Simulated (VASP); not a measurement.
Cu3Au (Auricupride):

```
CELL_PARAMETERS angstrom
3.74000 0.00000 0.00000
0.00000 3.74000 0.00000
0.00000 0.00000 3.74000
ATOMIC_POSITIONS crystal
Au 0.00000 0.00000 0.00000
Cu 0.50000 0.50000 0.00000
Cu 0.50000 0.00000 0.50000
Cu 0.00000 0.50000 0.50000
```

```yaml
Program: VASP 6.6.1
Task: relaxation of cell and atoms
Functional: revPBE
Dispersion: D3(BJ)
Potentials_or_basis: VASP PAW PBE potentials, release 64 (Au, Cu)
Cutoff: 600 eV
k_mesh: 7 × 7 × 7
Occupations: fermi-dirac, width 0.05 eV
Spin: no spin polarisation
```

At the start: pressure -6.1 GPa; volume 13.08 Å³/atom.

How do energy, volume and symmetry change on relaxing?

Over 3 steps the energy falls by 10.2 meV/atom and the volume is 12.57 Å³/atom (-3.9 %); space group Pm-3m (No. 221, to 0.05 Å).

The path:
```csv
step,energy change (eV),largest force (eV/Å),pressure (GPa),volume (Å³)
1,0.0000,0.0000,-6.11,52.31
2,-0.0088,0.0000,6.40,48.63
3,-0.0408,0.0000,0.03,50.29
```

Final structure:
```yaml
crystal:
  lattice:
    - [3.69117, 0.00000, 0.00000]
    - [0.00000, 3.69117, 0.00000]
    - [0.00000, 0.00000, 3.69117]
  atoms:
    - { symbol: Au, position: [0.00000, 0.00000, 0.00000] }
    - { symbol: Cu, position: [0.50000, 0.50000, 0.00000] }
    - { symbol: Cu, position: [0.50000, 0.00000, 0.50000] }
    - { symbol: Cu, position: [0.00000, 0.50000, 0.50000] }
```

Caveat: the PAW data sets were made with another functional, which shifts forces and pressure a little; pairwise dispersion overbinds metals, which lowers pressure and volume.
